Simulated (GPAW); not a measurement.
# GaN (P6_3mc) in GPAW: further runs

One crystal, GaN, is run at these levels: PBE, PW91, revPBE; tasks: band structure.

Program: GPAW 26.7.0. These are calculated values, not measurements. Logs are shortened: lines on timing, memory, paths and dates and some standing lists are left out, and cuts for length are marked. The log counts tension as positive stress, the text compression.

**Measured values to compare with.**

From “Studying electronic properties in GaN without electrical contacts using γ-γ vs e−-γ Perturbed Angular Correlations”, 2019, pmc:6823545, for a bulk crystal of GaN: band gap 3.503 ± 0.005 eV (direct).

How close the calculation comes is told below.

### 1 The structure

It takes space group P6_3mc (No. 186, hexagonal). The conventional cell has a = 3.180 Å, b = 3.180 Å, c = 5.166 Å, α = 90.00°, β = 90.00°, γ = 120.00°. Around Ga (site symmetry 3m) lie 4 N at 1.94 to 1.95 Å. Around N (site symmetry 3m) lie 4 Ga at 1.94 to 1.95 Å.

### 2 Band structure, PBE

Input file run.py:

```python
from ase.dft.bandgap import bandgap
from ase.io import read, write
from gpaw import GPAW

atoms = read('GaN.xyz')

calc = GPAW(mode='lcao',
            h=0.2,
            basis='sz(dzp)',
            xc='PBE',
            kpts={'size': (7, 7, 4), 'gamma': True},
            occupations={'name': 'fermi-dirac', 'width': 0.05},
            convergence={'density': 1e-05, 'energy': 1e-05},
            maxiter=150,
            txt='gpaw.txt')
atoms.calc = calc
energy = atoms.get_potential_energy()
forces = atoms.get_forces()
calc.write('gs.gpw')
write('result.traj', atoms)
print(f'Energy: {energy:.6f} eV')
print('Forces (eV/A):')
print(forces.round(4))
print('Fermi level:', round(calc.get_fermi_level(), 4), 'eV')
print(f'Gap: {bandgap(calc)[0]:.4f} eV, direct: {bandgap(calc, direct=True)[0]:.4f} eV')

path = atoms.cell.bandpath('GMKGALHA,LM,KH', npoints=80, eps=1e-4)
bs_calc = calc.fixed_density(kpts=path, symmetry='off', txt='bands.txt')
bs = bs_calc.band_structure()
bs.write('bs.json')
print(f'Gap on the path: {bandgap(bs_calc)[0]:.4f} eV')
```

Input file GaN.xyz:

```xyz
4
Lattice="3.1800000000 0.0000000000 0.0000000000 -1.5900000000 2.7539607840 0.0000000000 0.0000000000 0.0000000000 5.1660000000" Properties=species:S:1:pos:R:3 pbc="T T T"
Ga     1.5900000002      0.9179869279      2.5830000000
Ga    -0.0000000002      1.8359738561      0.0000000000
N      1.5900000002      0.9179869279      4.5202500000
N     -0.0000000002      1.8359738561      1.9372500000
```

Potentials or basis: GPAW PAW data sets (gpaw-data 1.2.1), lcao:sz(dzp).

On the command line:

```console
$ OMP_NUM_THREADS=1 python run.py
```

gpaw.txt:

```text
__  _  _
 | _ |_)|_||  |
 |__||  | ||/\| - 26.7.0

Input parameters:
  mode=LCAO(),
  basis={'default': 'sz(dzp)'},
  convergence={'density': 1e-05, 'energy': 1e-05},
  h=0.2,
  kpts=MonkhorstPack(size=(7, 7, 4), gamma=True),
  maxiter=150,
  occupations=Occupations(name='fermi-dirac', width=0.05),
  xc=XC(name='PBE')

           N

           Ga
        N

        Ga

Atoms  # Å, Bohr magnetons
|   | symbol |         x |        y |        z |    initial magnetic moments |
|---|--------|-----------|----------|----------|-----------------------------|
| 0 |     Ga |  1.590000 | 0.917987 | 2.583000 | ( 0.0000,  0.0000,  0.0000) |
| 1 |     Ga | -0.000000 | 1.835974 | 0.000000 | ( 0.0000,  0.0000,  0.0000) |
| 2 |      N |  1.590000 | 0.917987 | 4.520250 | ( 0.0000,  0.0000,  0.0000) |
| 3 |      N | -0.000000 | 1.835974 | 1.937250 | ( 0.0000,  0.0000,  0.0000) |

Unit cell  # Å
| periodic |         x |        y |        z |  lengths |     angles |
|----------|-----------|----------|----------|----------|------------|
|      yes |  3.180000 | 0.000000 | 0.000000 | 3.180000 |  90.000000 |
|      yes | -1.590000 | 2.753961 | 0.000000 | 3.180000 |  90.000000 |
|      yes |  0.000000 | 0.000000 | 5.166000 | 5.166000 | 120.000000 |

Number of symmetries: 6
Symmetry operations  # r_c * U_cc + t_c -> r_c
|   | kind |            matrix            |
|---|------|------------------------------|
| 0 |  σ   |  1, 1, 0,  0,-1, 0,  0, 0, 1 |
| 1 |  E   |  1, 0, 0,  0, 1, 0,  0, 0, 1 |
| 2 |  C3  |  0, 1, 0, -1,-1, 0,  0, 0, 1 |
| 3 |  σ   |  0,-1, 0, -1, 0, 0,  0, 0, 1 |
| 4 |  σ   | -1, 0, 0,  1, 1, 0,  0, 0, 1 |
| 5 |  C3  | -1,-1, 0,  1, 0, 0,  0, 0, 1 |

BZ-sampling:
  Number of BZ points: 196
  Number of IBZ points: 28

  Monkhorst-Pack size: [7, 7, 4]
  Monkhorst-Pack shift: [0.0, 0.0, 0.125]

K-points  # in reciprocal-cell coordinates
|     |                                coordinates |     weight |
|-----|--------------------------------------------|------------|
|   0 | (  0.00000000,   0.00000000,   0.00000000) | 0.00510204 |
|   1 | (  0.00000000,   0.00000000,   0.25000000) | 0.01020408 |
|   2 | (  0.00000000,   0.00000000,   0.50000000) | 0.00510204 |
|   3 | (  0.14285714,   0.00000000,  -0.25000000) | 0.03061224 |
|   4 | (  0.14285714,   0.00000000,   0.00000000) | 0.03061224 |
|   5 | (  0.14285714,   0.00000000,   0.25000000) | 0.03061224 |
|   6 | (  0.14285714,   0.00000000,   0.50000000) | 0.03061224 |
|   7 | (  0.28571429,  -0.14285714,   0.00000000) | 0.03061224 |
|   8 | (  0.28571429,  -0.14285714,   0.25000000) | 0.06122449 |
|   9 | (  0.28571429,  -0.14285714,   0.50000000) | 0.03061224 |
| ... |                                            |            |
|  27 | (  0.42857143,   0.42857143,   0.50000000) | 0.03061224 |

basis functions: 16
Spin-components: 1 (collinear spins)
Bands:           14
Projectors:      20
Spin-degeneracy: 2
Datatype:        <class 'complex'>

Parallelization:
  kpt:    1
  domain: 1
  band:   1

Density:
  Valence electrons: 16.0
  Components: 1
  Grid points: [12 12 24]
  Charge: 0.0  # |e|

Potential:
  Grid points: [12 12 24]

species:
  Ga:
    name:    Gallium
    Z:       31.0
    valence: 3
    core:    28
    charge:  0.0  # [|e|]
    compensation charges:
      type: gauss
      rc: 0.37  # [Å]
      lmax: 2
    cutoffs:
      filter: 2.06  # [Å]
      core: 4.17  # [Å]
    projectors
    | kind |    occ | energy [eV] | rcut [Å] |
    |------|--------|-------------|----------|
    |   4s |  2.000 |      -8.945 |    1.164 |
    |   4p |  1.000 |      -2.580 |    1.164 |
    |    s |        |      18.266 |    1.164 |
    |    p |        |      24.631 |    1.164 |
    |    d |        |       0.000 |    1.164 |

    LCAO basis set for Ga:
      Name: sz(dzp)
      File: <dir>
      Number of radial functions: 2
      Number of spherical harmonics: 4
        l=0, rc=7.2656 Bohr: 4s-sz confined orbital
        l=1, rc=10.3438 Bohr: 4p-sz confined orbital
      Number of RI-basis functions 0

  N:
    name:    Nitrogen
    Z:       7.0
    valence: 5
    core:    2
    charge:  0.0  # [|e|]
    compensation charges:
      type: gauss
      rc: 0.18  # [Å]
      lmax: 2
    cutoffs:
      filter: 1.11  # [Å]
      core: 0.96  # [Å]
    projectors
    | kind |    occ | energy [eV] | rcut [Å] |
    |------|--------|-------------|----------|
    |   2s |  2.000 |     -18.583 |    0.603 |
    |   2p |  3.000 |      -7.089 |    0.529 |
    |    s |        |       8.629 |    0.603 |
    |    p |        |      20.123 |    0.529 |
    |    d |        |       0.000 |    0.577 |

    LCAO basis set for N:
      Name: sz(dzp)
      File: <dir>
      Number of radial functions: 2
      Number of spherical harmonics: 4
        l=0, rc=4.8594 Bohr: 2s-sz confined orbital
        l=1, rc=6.0625 Bohr: 2p-sz confined orbital
      Number of RI-basis functions 0

Reference energy: -108732.786066  # eV

eigensolver:
[... 70 lines left out ...]
|   1 | (  0.00000000,   0.00000000,   0.25000000) | 0.01020408 |
|   2 | (  0.00000000,   0.00000000,   0.50000000) | 0.00510204 |
|   3 | (  0.14285714,   0.00000000,  -0.25000000) | 0.03061224 |
|   4 | (  0.14285714,   0.00000000,   0.00000000) | 0.03061224 |
|   5 | (  0.14285714,   0.00000000,   0.25000000) | 0.03061224 |
|   6 | (  0.14285714,   0.00000000,   0.50000000) | 0.03061224 |
|   7 | (  0.28571429,  -0.14285714,   0.00000000) | 0.03061224 |
|   8 | (  0.28571429,  -0.14285714,   0.25000000) | 0.06122449 |
|   9 | (  0.28571429,  -0.14285714,   0.50000000) | 0.03061224 |
| ... |                                            |            |
|  27 | (  0.42857143,   0.42857143,   0.50000000) | 0.03061224 |

basis functions: 16
Spin-components: 1 (collinear spins)
Bands:           14
Projectors:      20
Spin-degeneracy: 2
Datatype:        <class 'complex'>

Parallelization:
  kpt:    1
  domain: 1
  band:   1

Density:
  Valence electrons: 16.0
  Components: 1
  Grid points: [12 12 24]
  Charge: 0.0  # |e|

Potential:
  Grid points: [12 12 24]

species:
  Ga:
    name:    Gallium
    Z:       31.0
    valence: 3
    core:    28
    charge:  0.0  # [|e|]
    compensation charges:
      type: gauss
      rc: 0.37  # [Å]
      lmax: 2
    cutoffs:
      filter: 2.06  # [Å]
      core: 4.17  # [Å]
    projectors
    | kind |    occ | energy [eV] | rcut [Å] |
    |------|--------|-------------|----------|
    |   4s |  2.000 |      -8.945 |    1.164 |
    |   4p |  1.000 |      -2.580 |    1.164 |
    |    s |        |      18.266 |    1.164 |
    |    p |        |      24.631 |    1.164 |
    |    d |        |       0.000 |    1.164 |

    LCAO basis set for Ga:
      Name: sz(dzp)
      File: <dir>
      Number of radial functions: 2
      Number of spherical harmonics: 4
        l=0, rc=7.2656 Bohr: 4s-sz confined orbital
        l=1, rc=10.3438 Bohr: 4p-sz confined orbital
      Number of RI-basis functions 0

  N:
    name:    Nitrogen
    Z:       7.0
    valence: 5
    core:    2
    charge:  0.0  # [|e|]
    compensation charges:
      type: gauss
      rc: 0.18  # [Å]
      lmax: 2
    cutoffs:
      filter: 1.11  # [Å]
      core: 0.96  # [Å]
    projectors
    | kind |    occ | energy [eV] | rcut [Å] |
    |------|--------|-------------|----------|
    |   2s |  2.000 |     -18.583 |    0.603 |
    |   2p |  3.000 |      -7.089 |    0.529 |
    |    s |        |       8.629 |    0.603 |
    |    p |        |      20.123 |    0.529 |
    |    d |        |       0.000 |    0.577 |

    LCAO basis set for N:
      Name: sz(dzp)
      File: <dir>
      Number of radial functions: 2
      Number of spherical harmonics: 4
        l=0, rc=4.8594 Bohr: 2s-sz confined orbital
        l=1, rc=6.0625 Bohr: 2p-sz confined orbital
      Number of RI-basis functions 0

Reference energy: -108732.786066  # eV

eigensolver:
  <gpaw.new.lcao.eigensolver.LCAOEigensolver object>
density mixing:
  MSR1-Mixer
  Pratt-step length: 0.05
  Maximum mixing coefficient: 0.75
  Old densities: 10
  SVD Regularization: 0.005
  Good broyden scale: 1.0
  Trust region scale: 1.0
  Backstep threshold: 4.0
  History deletion threshold: 6.0
  Fourier metric: weight=20.0, sigma=0.015

occupation numbers:
  Fermi-Dirac:
    width: 0.0500  # eV

FastPoissonSolver using
    Stencil: 8*3+1=25 point O(h^6) finite-difference Laplacian
    FFT axes: [np.int64(0), np.int64(1), np.int64(2)]
    FST axes: []

xc functional:
  name: PBE with 2 nearest neighbor stencil
interpolation: tri-quintic # 5. degree polynomial

convergence criteria:
- Maximum integral of absolute [dens]ity change: 1e-05 electrons / valence electron
- Maximum [total energy] change in last 3 cyles: 1e-05 eV / valence electron
- Maximum integral of absolute [eigenst]ate change: 4e-08 eV^2 / valence electron
maximum number of iterations: 150

SCF iterations
|iter     | |      energy | eigst |  dens |
|---------|-|-------------|-------|-------|
|iter:   1| |  -23.289728 |      c|       |
|iter:   2| |  -22.685029 |      c| -0.64 |
|iter:   3| |  -20.799287 |      c| -0.69 |
|iter:   4| |  -20.795565 |      c| -1.48 |
|iter:   5| |  -20.794782 |      c| -1.76 |
|iter:   6| |  -20.794779 |      c| -3.83 |
|iter:   7| |  -20.794779c|      c| -4.37 |
|iter:   8| |  -20.794779c|      c| -5.91c|

Converged in 8 steps
Energy contributions relative to reference atoms: (reference = -108732.786066)

Energy contributions:
  Kinetic:         106.751720
  Coulomb:         -93.680648
  Zero:              1.814846
  External:          0.000000
  Xc:              -35.680696
  Entropy:          -0.000000
  Spinorbit:         0.000000
  ----------------------------
  Free energy:     -20.794779
  Extrapolated:    -20.794779

dipole moment: (-0.000000, 0.000000, -11.442344)  # |e|*Ang

Fermi level: 8.108
Eigenvalues  # (at kpt = [0.000, 0.000, 0.000])
| band index |      eig [eV] | occ [0-2] |
|------------|---------------|-----------|
|          0 |        -9.409 |     2.000 |
|          1 |        -6.905 |     2.000 |
|          2 |        -0.463 |     2.000 |
|          3 |         5.656 |     2.000 |
|          4 |         5.664 |     2.000 |
|          5 |         6.774 |     2.000 |
|          6 |         6.818 |     2.000 |
|          7 |         6.824 |     2.000 |
|          8 |         9.083 |     0.000 |
|          9 |        11.700 |     0.000 |
|         10 |        16.963 |     0.000 |
|         11 |        17.706 |     0.000 |
|         12 |        17.707 |     0.000 |
|         13 |        18.463 |     0.000 |

Gap: 2.259 eV
Transition (v -> c):
  (s=0, k=0, n=7, [0.00, 0.00, 0.00]) -> (s=0, k=0, n=8, [0.00, 0.00, 0.00])
No difference between direct/indirect transitions

Forces  # eV/Ang
|        x |        y |        z |
|----------|----------|----------|
|  0.00000 |  0.00000 | -0.17143 |  # Ga   0
| -0.00000 |  0.00000 | -0.17145 |  # Ga   1
|  0.00000 |  0.00000 |  0.16217 |  # N    2
|  0.00000 | -0.00000 |  0.16222 |  # N    3

# Writing to gs.gpw (mode='')
```

Run time: 22 s. Hardware: 1 thread of Arm Neoverse V1, shared host; peak memory 0.14 GiB.

These settings aren't checked as converged: the numbers below hold their error.

What came out:

```
Free energy             : -20.7948 eV
Largest force           : 0.171 eV/Å
Band gap on the k mesh  : 2.26 eV, direct
Band gap along the path : 2.26 eV, direct
```

Caveat: the real-space grid adds noise to forces; the basis of atomic orbitals isn't converged, which shifts pressures, moduli and gaps.

### 3 Band structure, PW91, spin-orbit coupling, no magnetisation

Input file run.py:

```python
import numpy as np
from ase.dft.bandgap import bandgap
from ase.io import read, write
from ase.units import GPa
from gpaw import GPAW, PW, setup_paths
from gpaw.spinorbit import soc_eigenstates

setup_paths.insert(0, '.')

atoms = read('GaN.xyz')

calc = GPAW(mode=PW(800),
            xc='GGA_X_PW91+GGA_C_PW91',
            kpts={'size': (7, 7, 4), 'gamma': True},
            occupations={'name': 'fermi-dirac', 'width': 0.05},
            nbands=18,
            convergence={'density': 1e-05, 'energy': 1e-05},
            maxiter=150,
            txt='gpaw.txt')
atoms.calc = calc
energy = atoms.get_potential_energy()
forces = atoms.get_forces()
stress = atoms.get_stress()
calc.write('gs.gpw')
write('result.traj', atoms)
print(f'Energy: {energy:.6f} eV')
print('Forces (eV/A):')
print(forces.round(4))
print('Stress (GPa):', (stress / GPa).round(3))
print('Fermi level:', round(calc.get_fermi_level(), 4), 'eV')
print(f'Gap: {bandgap(calc)[0]:.4f} eV, direct: {bandgap(calc, direct=True)[0]:.4f} eV')

path = atoms.cell.bandpath('GMKGALHA,LM,KH', npoints=80, eps=1e-4)
bs_calc = calc.fixed_density(kpts=path, symmetry='off', nbands=29,
                             convergence={'bands': 'CBM+6.0', 'eigenstates': 1e-6}, txt='bands.txt')
bs = bs_calc.band_structure()
bs.write('bs.json')
print(f'Gap on the path: {bandgap(bs_calc)[0]:.4f} eV')

soc = soc_eigenstates(bs_calc, theta=90, phi=0)
np.savetxt('soc_bands.dat', soc.eigenvalues(), fmt='%.4f')
mesh = soc_eigenstates('gs.gpw', theta=90, phi=0)
np.savetxt('soc_mesh.dat', mesh.eigenvalues(), fmt='%.4f')
print('Fermi level with spin-orbit coupling:', round(mesh.fermi_level, 4), 'eV')
```

GaN.xyz is that of step 2.

Potentials or basis: PAW data sets generated in the run's folder for this functional, pw.

On the command line:

```console
$ gpaw-setup -f GGA_X_PW91+GGA_C_PW91 Ga N
$ OMP_NUM_THREADS=1 python run.py
```

Wall time 68 s (1 thread of Arm Neoverse V1, shared host); peak memory 0.36 GiB.

The run converged. Its results:

- Free energy: -24.3297 eV
- Pressure: 14.3 GPa
- Largest force: 0.182 eV/Å
- Band gap on the k mesh: 2.08 eV, direct
- Band gap along the path: 2.08 eV, direct

Forces on the atoms (eV/Å):
```
Ga   0.000  0.000 -0.178
Ga   0.000  0.000 -0.178
N    0.000  0.000  0.182
N    0.000  0.000  0.181
```

Stress tensor (GPa, compression positive):
```
13.50  0.00  0.00
 0.00 13.50  0.00
 0.00  0.00 15.75
```

Levels at the corners of the path, in eV from the valence-band top:
```tsv
point	band 13	band 14	band 15	band 16	band 17	band 18	band 19	band 20
Γ	-0.01	-0.01	0.00	0.00	2.08	2.08	4.40	4.40
M	-2.28	-2.28	-0.98	-0.98	5.15	5.15	5.71	5.71
K	-3.04	-3.02	-2.74	-2.74	5.20	5.20	7.97	7.97
Γ	-0.01	-0.01	0.00	0.00	2.08	2.08	4.40	4.40
A	-0.54	-0.54	-0.54	-0.54	4.40	4.40	4.40	4.40
L	-1.91	-1.91	-1.91	-1.91	4.51	4.51	4.51	4.51
H	-1.48	-1.48	-1.48	-1.48	6.57	6.57	6.60	6.60
A	-0.54	-0.54	-0.54	-0.54	4.40	4.40	4.40	4.40
L	-1.91	-1.91	-1.91	-1.91	4.51	4.51	4.51	4.51
M	-2.28	-2.28	-0.98	-0.98	5.15	5.15	5.71	5.71
K	-3.04	-3.02	-2.74	-2.74	5.20	5.20	7.97	7.97
H	-1.48	-1.48	-1.48	-1.48	6.57	6.57	6.60	6.60
```

Caveat: spin-orbit coupling was added after a scalar SCF, so levels and gaps hold it while energy, forces, pressure and moments don't; this program's spin-orbit splittings come out too wide for heavy elements.

### 4 Band structure, revPBE, spin-orbit coupling, no magnetisation

run.py, as its differences from that of step 3:

```diff
@@ -4,6 +4,4 @@
 from ase.units import GPa
-from gpaw import GPAW, PW, setup_paths
+from gpaw import GPAW, PW
 from gpaw.spinorbit import soc_eigenstates
-
-setup_paths.insert(0, '.')
 
@@ -12,3 +10,3 @@
 calc = GPAW(mode=PW(800),
-            xc='GGA_X_PW91+GGA_C_PW91',
+            xc='revPBE',
             kpts={'size': (7, 7, 4), 'gamma': True},
@@ -32,3 +30,3 @@
 
-path = atoms.cell.bandpath('GMKGALHA,LM,KH', npoints=80, eps=1e-4)
+path = atoms.cell.bandpath('GMKGALHA,LM,KH', npoints=100, eps=1e-4)
 bs_calc = calc.fixed_density(kpts=path, symmetry='off', nbands=29,
@@ -39,5 +37,5 @@
 
-soc = soc_eigenstates(bs_calc, theta=90, phi=0)
+soc = soc_eigenstates(bs_calc, theta=0, phi=0)
 np.savetxt('soc_bands.dat', soc.eigenvalues(), fmt='%.4f')
-mesh = soc_eigenstates('gs.gpw', theta=90, phi=0)
+mesh = soc_eigenstates('gs.gpw', theta=0, phi=0)
 np.savetxt('soc_mesh.dat', mesh.eigenvalues(), fmt='%.4f')
```

GaN.xyz is that of step 3.

Potentials or basis: the program's PAW data sets (release 1.2.1) made for this functional, pw.

On the command line:

```console
$ OMP_NUM_THREADS=1 python run.py
```

Run time: 77 s. Hardware: 1 thread of Arm Neoverse V1, shared host; peak memory 0.39 GiB.

It converged, with:

```yaml
Free_energy: -22.7043 eV
Pressure: 18.4 GPa
Largest_force: 0.185 eV/Å
Band_gap_on_the_k_mesh: 2.10 eV, direct
Band_gap_along_the_path: 2.10 eV, direct
```

Forces on the atoms (eV/Å):
```
Ga   0.000  0.000 -0.185
Ga   0.000  0.000 -0.185
N    0.000  0.000  0.185
N    0.000  0.000  0.184
```

Stress tensor (GPa, compression positive):
```
17.71  0.00  0.00
 0.00 17.71  0.00
 0.00  0.00 19.89
```

Levels at the corners of the path, in eV from the valence-band top:
| point | band 14 | band 15 | band 16 | band 17 | band 18 | band 19 |
| --- | --- | --- | --- | --- | --- | --- |
| Γ | -0.01 | 0.00 | 0.00 | 2.10 | 2.10 | 4.45 |
| M | -2.28 | -0.98 | -0.98 | 5.21 | 5.21 | 5.74 |
| K | -3.02 | -2.74 | -2.74 | 5.24 | 5.24 | 8.04 |
| Γ | -0.01 | 0.00 | 0.00 | 2.10 | 2.10 | 4.45 |
| A | -0.54 | -0.54 | -0.54 | 4.43 | 4.43 | 4.43 |
| L | -1.91 | -1.91 | -1.91 | 4.55 | 4.55 | 4.55 |
| H | -1.48 | -1.47 | -1.47 | 6.61 | 6.61 | 6.64 |
| A | -0.54 | -0.54 | -0.54 | 4.43 | 4.43 | 4.43 |
| L | -1.91 | -1.91 | -1.91 | 4.55 | 4.55 | 4.55 |
| M | -2.28 | -0.98 | -0.98 | 5.21 | 5.21 | 5.74 |
| K | -3.02 | -2.74 | -2.74 | 5.24 | 5.24 | 8.04 |
| H | -1.48 | -1.47 | -1.47 | 6.61 | 6.61 | 6.64 |

Caveat: spin-orbit coupling was added after a scalar SCF, so levels and gaps hold it while energy, forces, pressure and moments don't; this program's spin-orbit splittings come out too wide for heavy elements; so large a pressure means that the cell lies far from this level's equilibrium, or that cutoff or potentials fall short.

### 5 How close it comes

Step 3. Against the measured gap of GaN, 3.503 eV (direct; quoted in “Studying electronic properties in GaN without electrical contacts using γ-γ vs e−-γ Perturbed Angular Correlations”, 2019, pmc:6823545), the calculated 2.08 eV is off by -1.42 eV. The value is that of PW91, without temperature or zero-point motion. Semilocal functionals fall short of measured gaps as a rule.

Step 4. A measured gap of GaN is 3.503 eV (direct; quoted in “Studying electronic properties in GaN without electrical contacts using γ-γ vs e−-γ Perturbed Angular Correlations”, 2019, pmc:6823545); the calculated 2.10 eV misses it by -1.41 eV. The value is that of revPBE, without temperature or zero-point motion. Semilocal functionals fall short of measured gaps as a rule.
